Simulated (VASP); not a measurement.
**MgO in VASP: a PBE GW run**

What does VASP give for zincblende MgO, the cell held fixed? Runs: GW on PBE. This is a trial cell built on a prototype, not taken from a measured structure, and it needn't be the compound's ground state.

Program: VASP 6.6.1. PAW datasets, plane waves. No spin polarisation and no zero-point or thermal motion; the cell was built from a prototype and may be hypothetical.

## Step 1: The system as given

The cell comes from an earlier relaxation with r2SCAN in another program, then strained, with the atoms relaxed again.

It is tetragonal, I-4m2 (No. 119); a = 3.227 Å, c = 4.655 Å in the conventional setting, 12.12 Å³ an atom. Mg has 4 O at 1.99 Å; O has 4 Mg at 1.99 Å.

Structure file:

```cif
data_structure
_symmetry_space_group_name_H-M 'I-4m2'
_symmetry_Int_Tables_number 119
_cell_length_a 3.2272
_cell_length_b 3.2272
_cell_length_c 4.6553
_cell_angle_alpha 90.000
_cell_angle_beta 90.000
_cell_angle_gamma 90.000
_cell_volume 48.49
loop_
_atom_site_label
_atom_site_type_symbol
_atom_site_symmetry_multiplicity
_atom_site_Wyckoff_symbol
_atom_site_fract_x
_atom_site_fract_y
_atom_site_fract_z
_atom_site_occupancy
Mg1 Mg 2 a 0.00000 0.00000 0.00000 1
O1 O 2 d 0.50000 0.00000 0.25000 1
```

## Step 2: GW on PBE orbitals, 101 empty bands

Three calls of the program follow each other, each reading the orbitals of the one before.

File INCAR (stage 1):

```
ENCUT = 500.000000
SIGMA = 0.010000
EDIFF = 1.00e-07
GGA = PE
PREC = Accurate
ISMEAR = 0
NELM = 120
LASPH = .TRUE.
LCHARG = .FALSE.
LWAVE = .TRUE.
LREAL = .FALSE.
```

File INCAR (stage 2):

```
ENCUT = 500.000000
SIGMA = 0.010000
EDIFF = 1.00e-07
ALGO = Exact
GGA = PE
PREC = Accurate
ISMEAR = 0
ISTART = 1
NBANDS = 109
NELM = 1
LASPH = .TRUE.
LCHARG = .FALSE.
LOPTICS = .TRUE.
LWAVE = .TRUE.
LREAL = .FALSE.
```

File INCAR (stage 3):

```
ENCUT = 500.000000
ENCUTGW = 150.000000
SIGMA = 0.010000
EDIFF = 1.00e-07
ALGO = EVGW0
GGA = PE
PREC = Accurate
PRECFOCK = Fast
ISMEAR = 0
ISTART = 1
NBANDS = 109
NELM = 120
NOMEGA = 64
NBANDSGW = 16
LASPH = .TRUE.
LCHARG = .FALSE.
LWAVE = .FALSE.
LREAL = .FALSE.
NELMGW = 4
ENCUTGWSOFT = 150
```

File KPOINTS:

```
KPOINTS created by Atomic Simulation Environment
0
Gamma
6 6 6
0 0 0
```

File POSCAR:

```
Mg O
 1.0000000000000000
     0.0000000000000000    2.2820056617000000    2.3276457750000001
     2.2820056617000000    0.0000000000000000    2.3276457750000001
     2.2820056617000000    2.2820056617000000    0.0000000000000000
 Mg  O
   1   1
Cartesian
  0.0000000000000000  0.0000000000000000  0.0000000000000000
  1.1410028308499998  1.1410028308499998  1.1638228874999998
```

Potentials: the GW set of PAW datasets, 16 valence electrons in the neutral cell.

Run with:

```sh
mpirun -np 1 vasp_std
```

What does the calculation give? Wanted: for each run, empty bands; screening cutoff; PBE gap; G0W0 gap; last GW0 step.

As calculated:

| empty bands | screening cutoff (eV) | mesh | PBE gap (eV) | G0W0 gap (eV) | last GW0 step (eV) |
| --- | --- | --- | --- | --- | --- |
| 101 | 150 | 6×6×6 | 3.52 | 5.67 | 6.16 |

G0W0 widens the PBE gap on the mesh by 2.15 eV, so PBE holds 62 % of it. Self-consistency in the energies adds +0.49 eV. The G0W0 figures hold for the stated bands, cutoff and mesh and aren't extrapolated.
